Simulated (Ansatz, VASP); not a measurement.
**PtS2 in VASP and in Ansatz**

Contents of POSCAR:

```
PtS2
1.0
    1.7480335842      1.0092276604      5.5641376776
   -1.7480335842      1.0092276604      5.5641376776
    0.0000000000     -2.0184553208      5.5641376776
Pt S
1 2
Direct
    0.0000000000      0.0000000000      0.0000000000
    0.2577898882      0.2577898882      0.2577898882
    0.7422101118      0.7422101118      0.7422101118
```

The input INCAR.step1:

```
SYSTEM = PtS2
PREC     = Accurate       ! precision mode
ENCUT    = 520            ! plane-wave cutoff, eV
ISMEAR   = 0              ! smearing method
SIGMA    = 0.01           ! smearing width, eV
LREAL    = .False.        ! projectors in reciprocal space
LASPH    = .True.         ! aspherical terms in the spheres
NELM     = 100            ! most SCF steps
NBANDS   = 18             ! bands
GGA      = PE             ! functional
ALGO     = Normal         ! electronic algorithm
EDIFF    = 1E-4           ! SCF threshold, eV
LWAVE    = .True.         ! write WAVECAR
LCHARG   = .False.        ! write CHGCAR
```

File INCAR.step2:

```
SYSTEM = PtS2
PREC     = Accurate       ! precision mode
ENCUT    = 520            ! plane-wave cutoff, eV
EDIFF    = 1E-6           ! SCF threshold, eV
ISMEAR   = 0              ! smearing method
SIGMA    = 0.01           ! smearing width, eV
LREAL    = .False.        ! projectors in reciprocal space
LASPH    = .True.         ! aspherical terms in the spheres
NELM     = 100            ! most SCF steps
ALGO     = Normal         ! electronic algorithm
ISIF     = 2              ! what is computed and relaxed
LWAVE    = .False.        ! write WAVECAR
LCHARG   = .False.        ! write CHGCAR
METAGGA  = R2SCAN         ! meta-GGA
LMIXTAU  = .True.       
NBANDS   = 18             ! bands
ISTART   = 1
```

KPOINTS

```
Automatic mesh
0
Gamma
  8 8 8
  0 0 0
```

Input for Ansatz:

```yaml
crystal:
  lattice:
    - [1.7480335842, 1.0092276604, 5.5641376776]
    - [-1.7480335842, 1.0092276604, 5.5641376776]
    - [0.0, -2.0184553208, 5.5641376776]
  atoms:
    - { symbol: Pt, position: [0.0, 0.0, 0.0] }
    - { symbol: S, position: [0.2577898882, 0.2577898882, 0.2577898882] }
    - { symbol: S, position: [0.7422101118, 0.7422101118, 0.7422101118] }
kpoints:
  mp_grid: { grid: [8, 8, 8] }
  band_path:
    path:
      - [0.0, 0.0, 0.0]
      - [0.5, 0.5, 0.5]
      - [0.8106532132, 0.1893467868, 0.5]
      - [0.5, -0.1893467868, 0.1893467868]
      - [0.5, 0.0, 0.0]
      - [0.3446733934, -0.3446733934, 0.0]
      - [0.6553266066, 0.0, 0.3446733934]
      - [0.5, 0.0, 0.5]
      - [0.125, 0.125, 0.25]
      - [0.2412713754, -0.2412713754, 0.0]
      - [0.25, 0.25, -0.5]
    npoints: 1
hamiltonian:
  xc: r2scan
scf:
  occupations: { method: fixed }
  n_extra_bands: 4
output:
  forces: true
  stress: true
  eigenvalues: true
```

Change from the starting cell: epitaxial_xy strain -0.9%.

Alike in both runs: task single point; functional r2SCAN; k mesh 8 × 8 × 8; no spin polarisation.

|  | VASP | Ansatz |
| --- | --- | --- |
| version | VASP 6.6.1 | Ansatz 0.2.0 |
| potentials or method | VASP PAW PBE potentials, release 64 (Pt, S) | plane waves, PAW |
| plane-wave cutoff (eV) | 520 | 500 |
| occupations | gaussian, width 0.01 eV | fixed |
| valence electrons in the cell | 22 | 30 |

|  | VASP | Ansatz | Ansatz less VASP |
| --- | --- | --- | --- |
| gap on the k mesh at the Fermi level (eV) | 1.22 | 1.22 | +0.007 |
| pressure (GPa) | 2.6 | 2.6 | +0.06 |
| largest component of the traceless stress (GPa) | 1.47 | 1.45 | -0.021 |
| rms of the force components (eV/Å) | 0.021 | 0.020 | -0.0016 |

Atom by atom the forces differ by 0.002 eV/Å (rms over components). The two sets of potentials don't hold the same shells in valence.

Caveats: the PAW data sets were made with another functional, which shifts forces and pressure a little (VASP); spin-orbit coupling is left out, which moves the levels of the heavy elements. A k mesh can miss the band edges.
